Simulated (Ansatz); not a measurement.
TiB2:

```
Ti B
1.0
     3.02920    0.00000    0.00000
    -1.51460    2.62336    0.00000
     0.00000    0.00000    3.22840
Ti B
1 2
Direct
  0.00000 0.00000 0.00000
  0.66667 0.33333 0.50000
  0.33333 0.66667 0.50000
```

* Program: Ansatz 0.2.0
* Task: relaxation of cell and atoms
* Functional: RPBE
* Potentials or basis: Ansatz PAW
* Cutoff: 420 eV (not typed: the program's choice for these potentials)
* k mesh: 10 × 10 × 8
* Occupations: fermi-dirac, width 0.05 eV
* Spin: no spin polarisation

At the start: volume 8.55 Å³/atom.

Q: How do energy, volume and symmetry change on relaxing?

A: It ends after 5 steps and the volume is 8.72 Å³/atom (+2.0 %); space group P6/mmm (No. 191, to 0.05 Å).

The path:
```
step  energy change (eV)  largest force (eV/Å)  volume (Å³)
   1              0.0000                0.0000        25.66
   2             -0.0066                0.0000        26.04
   3             -0.0069                0.0000        26.15
   4             -0.0069                0.0000        26.16
   5             -0.0076                0.0000        26.16
```

Final structure:
```cif
data_structure
_symmetry_space_group_name_H-M 'P 1'
_symmetry_Int_Tables_number 1
_cell_length_a 3.0481
_cell_length_b 3.0481
_cell_length_c 3.2511
_cell_angle_alpha 90.000
_cell_angle_beta 90.000
_cell_angle_gamma 120.000
_cell_volume 26.16
loop_
_atom_site_label
_atom_site_type_symbol
_atom_site_fract_x
_atom_site_fract_y
_atom_site_fract_z
_atom_site_occupancy
Ti1 Ti 0.00000 0.00000 0.00000 1
B1 B 0.66667 0.33333 0.50000 1
B2 B 0.33333 0.66667 0.50000 1
```

Caveat: the plane-wave basis is chosen anew once the cell has moved, so the energies of steps on either side of that aren't comparable; the PAW data sets come from PBE, with cores solved anew for the run's functional, which leaves a small shift of forces and pressure.
